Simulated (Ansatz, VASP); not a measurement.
One calculation of Sb, two programs

```xyz
1
Lattice="3.0517 0.0000 0.0000 -1.5259 2.6429 0.0000 0.0000 0.0000 2.8699" Properties=species:S:1:pos:R:3 pbc="T T T"
Sb    0.0000    0.0000    0.0000
```

Alike in both runs: functional PBE; k mesh 14 × 14 × 13; occupations fermi-dirac, width 0.08 eV; no spin polarisation.

Ansatz relaxed the structure, and its values are those at the end. VASP's run is a single point on that final structure, the one shown.

|  | VASP | Ansatz |
| --- | --- | --- |
| version | VASP 6.6.1 | Ansatz 0.2.0 |
| potentials or method | VASP PAW PBE potentials, release 64 (Sb) | PAW with Ansatz's default frozen-core files, scalar-relativistic |
| plane-wave cutoff (eV) | 520 | 420 |
| valence electrons in the cell | 5 | 15 |

|  | VASP | Ansatz | Ansatz less VASP |
| --- | --- | --- | --- |
| pressure (GPa) | 22.2 | 22.0 | -0.20 |

The two sets of potentials don't hold the same shells in valence.

Caveats: so large a pressure means that the cell lies far from this level's equilibrium, or that cutoff or potentials fall short (VASP). Spin-orbit coupling is left out, which matters for the levels of Sb.
